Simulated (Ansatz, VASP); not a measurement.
# Two plane-wave programs on FeSi

```
Fe Si
1.0
     4.26248    0.00000    0.00000
     0.00000    4.26248    0.00000
     0.00000    0.00000    4.26248
Fe Si
4 4
Direct
  0.14057 0.14057 0.14057
  0.35943 0.85943 0.64057
  0.64057 0.35943 0.85943
  0.85943 0.64057 0.35943
  0.84278 0.84278 0.84278
  0.65722 0.15722 0.34278
  0.34278 0.65722 0.15722
  0.15722 0.34278 0.65722
```

Alike in both runs: functional PBE; k mesh 8 × 8 × 8; occupations gaussian, width 0.01 eV; no spin polarisation.

Ansatz relaxed the structure, and its values are those at the end. VASP's run is a single point on that final structure, the one shown.

|  | VASP | Ansatz |
| --- | --- | --- |
| version | VASP 6.6.1 | Ansatz 0.2.0 |
| potentials or method | VASP PAW PBE potentials, release 64 (Fe, Si) | scalar-relativistic, plane waves, PAW |
| plane-wave cutoff (eV) | 520 | 420 |
| valence electrons in the cell | 48 | 80 |

|  | VASP | Ansatz | Ansatz less VASP |
| --- | --- | --- | --- |
| gap on the k mesh at the Fermi level (eV) | 0.15 | 0.16 | +0.005 |
| least direct gap on the mesh (eV) | 0.17 | 0.18 | +0.003 |
| rms of the force components (eV/Å) | 0.017 | 0.001 | -0.0163 |

The functional is the same, so the differences come from potentials, cutoffs and numerics. The two sets of potentials don't hold the same shells in valence. Ansatz warned: «stress_scf_threshold_loose».

 Spin polarisation is off, so any magnetic state and its effect on volume and gap are missing.
